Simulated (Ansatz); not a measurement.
**TaN in Ansatz, vacancy hop by nudged elastic band**

The command:

```bash
ansatz run input.yaml --threads 4 --pin off --max-ram 8192MiB --backend cpu --events-out ev --progress --plain --runs-dir out
```

input.yaml:

```yaml
crystal:
  lattice:
    - [5.80333582, -1.31e-06, 0.0]
    - [-2.90166904, 5.02583559, 0.0]
    - [0.0, 0.0, 5.69469832]
  atoms:
    - { symbol: "N", position: [0.00751174, 0.00755658, 2.008e-05] }
    - { symbol: Ta, position: [0.1690654, 0.3377832, 0.24414468] }
    - { symbol: "N", position: [-0.00799225, -0.00653358, 0.50286434] }
    - { symbol: Ta, position: [0.1651546, 0.32407852, 0.75130222] }
    - { symbol: "N", position: [-0.00269282, 0.49537274, -0.00126545] }
    - { symbol: Ta, position: [0.16481402, 0.83244374, 0.25336372] }
    - { symbol: "N", position: [-0.00034313, 0.4978384, 0.49248071] }
    - { symbol: Ta, position: [0.16639478, 0.82915528, 0.75030783] }
    - { symbol: "N", position: [0.49938549, 0.00532411, -0.00089845] }
    - { symbol: Ta, position: [0.66822991, 0.33340618, 0.24999764] }
    - { symbol: "N", position: [0.49610248, 2.45e-06, 0.49767567] }
    - { symbol: Ta, position: [0.66729759, 0.3309021, 0.75014882] }
    - { symbol: "N", position: [0.50041856, 0.4949534, 0.00168778] }
    - { symbol: Ta, position: [0.66284114, 0.83392717, 0.25770925] }
    - { symbol: Ta, position: [0.65760057, 0.8296946, 0.7524843] }
kpoints:
  mp_grid: { grid: [3, 3, 3] }
magnetization:
  spin_polarized: false
scf:
  occupations: { method: gaussian, width: 0.1 }
hamiltonian:
  pseudopotentials: { kind: paw }
  xc: pbe
basis:
  ecutwfc: 420
neb:
  images: 3
  relax_end_points: true
  climbing: true
  f_tol: 0.1
  max_iterations: 40
  order_check: false
  final_atoms:
    - { symbol: "N", position: [0.00751174, 0.00755658, 2.008e-05] }
    - { symbol: Ta, position: [0.1690654, 0.3377832, 0.24414468] }
    - { symbol: "N", position: [-0.00799225, -0.00653358, 0.50286434] }
    - { symbol: Ta, position: [0.1651546, 0.32407852, 0.75130222] }
    - { symbol: "N", position: [-0.00269282, 0.49537274, -0.00126545] }
    - { symbol: Ta, position: [0.16481402, 0.83244374, 0.25336372] }
    - { symbol: "N", position: [-0.00034313, 0.4978384, 0.49248071] }
    - { symbol: Ta, position: [0.16639478, 0.82915528, 0.75030783] }
    - { symbol: "N", position: [0.49938549, 0.00532411, -0.00089845] }
    - { symbol: Ta, position: [0.66822991, 0.33340618, 0.24999764] }
    - { symbol: "N", position: [0.49610248, 2.45e-06, 0.49767567] }
    - { symbol: Ta, position: [0.66729759, 0.3309021, 0.75014882] }
    - { symbol: "N", position: [0.49464842, 0.4987964, 0.49881902] }
    - { symbol: Ta, position: [0.66284114, 0.83392717, 0.25770925] }
    - { symbol: Ta, position: [0.65760057, 0.8296946, 0.7524843] }
```

Origin of the cell: a database entry, scaled a little.

The cell is 2×2×2 cells of TaN with one N taken out; atom 13 (N) hops into the empty site, 2.83 Å away before the end points are relaxed. All atoms were shaken by about 0.02 Å first.

Output (shortened):

```
Warning: neb: disabling space-group detection — the band's intermediate images generally break the endpoint symmetry, so no spatial operation reduces the k-mesh or symmetrises the density, ex […]
Pseudopotentials: kind: paw
Pseudopotential: N, paw, valence charge 5, recommended cutoff 420 eV (normal), N.paw.azcp
Pseudopotential: Ta, paw, valence charge 13, recommended cutoff 420 eV (normal), Ta.paw.azcp
Functional definition: PBE
  exchange = pbe_x(kappa = kappa, mu = beta*pi^2/3)
  correlation = pbe_c(beta = beta)
parallel-image band execution: 3 concurrent image workers
NEB image 0
Crystal: 15 atoms, lattice volume = 166.095 Å³
Basis set: ecut = 420 eV, 3283 PW (Γ), exchange–correlation on 80×80×80 points (8 copies of the dense FFT grid, shifted against one another)
Bands: 85, of which v1, the nominal top of the filled ones, is band 70 counted from 1 (69 counted from 0)
[… 6 lines left out …]
Initial density: superposition of atomic densities (neutral atoms: chi_scale 0, normalization atom), corrected by the library's trained network
Functional: x = pbe(κ = 0.804, μ = 0.219515), c = pbe(β = 0.066725)
SCF iter   1: F=—  HF=-82159.127102 eV  Δρ=9.72e-3  dr2=1.21e-1
SCF iter   2: F=—  HF=-82159.119336 eV  Δρ=5.45e-3  dr2=3.45e-2
SCF iter   3: F=—  HF=-82159.117907 eV  Δρ=1.62e-3  dr2=5.32e-3
[… 2 lines left out …]
SCF iter   6: F=—  HF=-82159.117055 eV  Δρ=4.31e-5  dr2=4.02e-6
SCF iter   7: F=—  HF=-82159.117054 eV  Δρ=1.90e-5  dr2=6.09e-7
SCF iter   8: F=-82159.117054 eV  HF=-82159.117054 eV  Δρ=3.20e-6  dr2=2.56e-8
NEB iter   1: max|band force component| = 1.142e1 eV/Å  barrier→ = 9.5996 eV  barrier← = 9.5996 eV  Δτ_max = 0.1430 Å  (45 SCF iters)
NEB iter   2: max|band force component| = 1.306e0 eV/Å  barrier→ = 7.3991 eV  barrier← = 7.3991 eV  Δτ_max = 0.0342 Å  (24 SCF iters)
NEB iter   3: max|band force component| = 2.841e-1 eV/Å  barrier→ = 7.3712 eV  barrier← = 7.3712 eV  CI = image 2  Δτ_max = 0.0088 Å  (22 SCF iters)
NEB iter   4: max|band force component| = 4.297e-2 eV/Å  barrier→ = 7.3667 eV  barrier← = 7.3667 eV  CI = image 2  Δτ_max = 0.0000 Å  (19 SCF iters)
--- NEB band (5 images, 4 band iterations, 110 SCF iterations, 46 more in tests of the images' electronic states and relaxations of end points) ---
  forward barrier  = 7.366742 eV
  backward barrier = 7.366744 eV
  lagrangian_above_aufbau_ev (what the smearing adds, to first order; not taken off the barriers): saddle image -0.032568 eV, end points -0.031795 and -0.031784 eV
  climbing image's point = of an order that was not read
  energies are F+E_penalty+E_count in eV, relative to image 0
  image     s (Å)  Δ vs image 0  max|band force component| (eV/Å)
      0    0.0000      0.000000                                 —
      1    0.7046      3.231697                          4.273e-2
  *   2    1.4092      7.366742                          2.984e-2
      3    2.1138      3.231803                          4.297e-2
      4    2.8184     -0.000002                                 —
```

The converged band:

```csv
image,path over all atoms (Å),ΔF (eV),N x,y,z (Å)
0,0.00,0.000,1.45,2.51,0.00
1,0.70,3.232,1.45,2.51,0.70
2,1.41,7.367,1.45,2.51,1.42
3,2.11,3.232,1.45,2.51,2.14
4,2.82,0.000,1.44,2.51,2.85
```

Relaxed start, forces in eV/Å:

```xyz
15
Lattice="5.803 0.000 0.000 -2.902 5.026 0.000 0.000 0.000 5.695" Properties=species:S:1:pos:R:3:forces:R:3 pbc="T T T" image=0
N    -0.003   -0.007    0.001    0.003    0.000    0.000
Ta    0.000    1.671    1.420   -0.004   -0.001    0.000
N    -0.008   -0.004    2.848    0.005   -0.002   -0.001
Ta    0.000    1.670    4.276   -0.006   -0.001    0.001
N    -1.454    2.507    0.001   -0.001    0.000   -0.001
Ta   -1.454    4.181    1.431    0.001   -0.001    0.001
N    -1.454    2.501    2.848    0.000    0.000    0.001
Ta   -1.454    4.181    4.265    0.001   -0.001    0.001
N     2.897   -0.007    0.001   -0.001   -0.001   -0.001
Ta    2.894    1.671    1.420    0.004   -0.001   -0.001
N     2.902   -0.004    2.848   -0.001    0.000    0.000
Ta    2.895    1.670    4.276    0.003   -0.001   -0.002
N     1.447    2.506    0.001    0.001    0.000   -0.001
Ta    1.447    4.177    1.420   -0.002    0.001    0.000
Ta    1.447    4.177    4.276   -0.003    0.008    0.003
```

Highest image (2), forces in eV/Å:

```xyz
15
Lattice="5.803 0.000 0.000 -2.902 5.026 0.000 0.000 0.000 5.695" Properties=species:S:1:pos:R:3:forces:R:3 pbc="T T T" image=2
N    -0.014   -0.001   -0.021   -0.012    0.007    0.024
Ta   -0.121    1.602    1.424    0.025    0.014    0.000
N    -0.014   -0.001    2.868   -0.011    0.007   -0.024
Ta    0.020    1.684    4.271    0.019    0.011    0.000
N    -1.456    2.496   -0.021    0.000   -0.014    0.024
Ta   -1.456    4.182    1.424    0.000    0.000    0.000
N    -1.456    2.496    2.868    0.000   -0.014   -0.024
Ta   -1.456    4.182    4.271    0.000    0.000    0.000
N     2.906   -0.001   -0.021    0.012    0.007    0.024
Ta    3.012    1.602    1.424   -0.025    0.014    0.000
N     2.906   -0.001    2.868    0.012    0.007   -0.024
Ta    2.871    1.684    4.271   -0.019    0.011    0.000
N     1.446    2.507    1.424    0.000    0.001    0.000
Ta    1.446    4.316    1.424    0.000   -0.030    0.000
Ta    1.446    4.153    4.271    0.000   -0.021    0.000
```

Relaxed end, forces in eV/Å:

```xyz
15
Lattice="5.803 0.000 0.000 -2.902 5.026 0.000 0.000 0.000 5.695" Properties=species:S:1:pos:R:3:forces:R:3 pbc="T T T" image=4
N    -0.011   -0.003    0.000   -0.001   -0.001    0.000
Ta   -0.003    1.672    1.428   -0.001    0.003    0.001
N    -0.006   -0.006    2.847    0.001   -0.001   -0.001
Ta   -0.003    1.672    4.266   -0.001    0.003    0.001
N    -1.457    2.502    0.000    0.000   -0.002    0.000
Ta   -1.457    4.182    1.417    0.001    0.001    0.001
N    -1.457    2.508    2.847    0.000   -0.001    0.001
Ta   -1.457    4.182    4.278    0.001    0.000   -0.002
N     2.899   -0.003    0.000    0.001    0.000    0.000
Ta    2.891    1.672    1.428    0.000    0.001   -0.001
N     2.894   -0.006    2.847    0.001    0.000   -0.001
Ta    2.891    1.672    4.266    0.000    0.001    0.002
N     1.444    2.507    2.847    0.001   -0.002    0.000
Ta    1.444    4.178    1.428   -0.002   -0.003    0.000
Ta    1.444    4.178    4.267   -0.003    0.001   -0.002
```

Barrier of this path: 7.37 eV forwards, 7.37 eV backwards, after 4 band iterations.

Caveats: no moments, though an odd count or open d shells may carry them; no spin-orbit coupling, though heavy elements are present; the k mesh is coarse if the cell is a metal; a small cell with a neutral vacancy and no spin, whose shape can make like sites unlike; the cell is held at a rescaled volume, and strain moves barriers; the hop was drawn among near neighbours and need not be the easiest path; few images and a loose tolerance, and neither the top nor the ends were tested for their order.

Time: 2.7 min on 4 threads of Arm Neoverse V1, on a shared host, peak memory 1.1 GiB, from the program's own first density.
